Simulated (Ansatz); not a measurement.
## Levels at Γ against strain in MgTe

```
CELL_PARAMETERS angstrom
4.54000 0.00000 0.00000
-2.27000 3.93176 0.00000
0.00000 0.00000 7.39500
ATOMIC_POSITIONS crystal
Mg 0.33333 0.66667 0.00000
Mg 0.66667 0.33333 0.50000
Te 0.33333 0.66667 0.37000
Te 0.66667 0.33333 0.87000
```

Atoms are numbered in the order listed.

The cell is COD entry 1538744, as deposited and not checked against the literature; nothing was relaxed.

Spin–orbit coupling is left out, though it moves levels of the heavy atoms by tenths of an eV or more.

The calculation used DFT, PBE, all-electron LAPW, scalar-relativistic (Ansatz 0.2.0).

Sampling and basis: a Γ-centred 9×9×5 k mesh, Fermi–Dirac smearing of 0.03 eV, basis error target 0.5 meV/atom, no spin polarisation.

The strain is applied along the Cartesian axes of the cell as listed (the other components stay zero). Fractional coordinates are held (clamped ions).

Only quantities that a quadratic follows smoothly over the whole series are listed; rougher ones are left out.

| εxx = εyy | direct gap at Γ (eV) |
| --- | --- |
| -0.0300 | 2.750 |
| -0.0200 | 2.684 |
| -0.0100 | 2.613 |
| 0.0000 | 2.539 |
| 0.0100 | 2.463 |
| 0.0300 | 2.307 |

(1) Fit the series and give the slopes at zero strain.

(2) One run, at εxx = εyy = 0.0200, is withheld. Predict its row.

## Answers

(1) Least-squares fits y = p0 + p1 x + p2 x² to the rows give direct gap at Γ (eV): p1 = -7.41, p2 = -12.

(2) The fits give 2.387; the run gave 2.385.
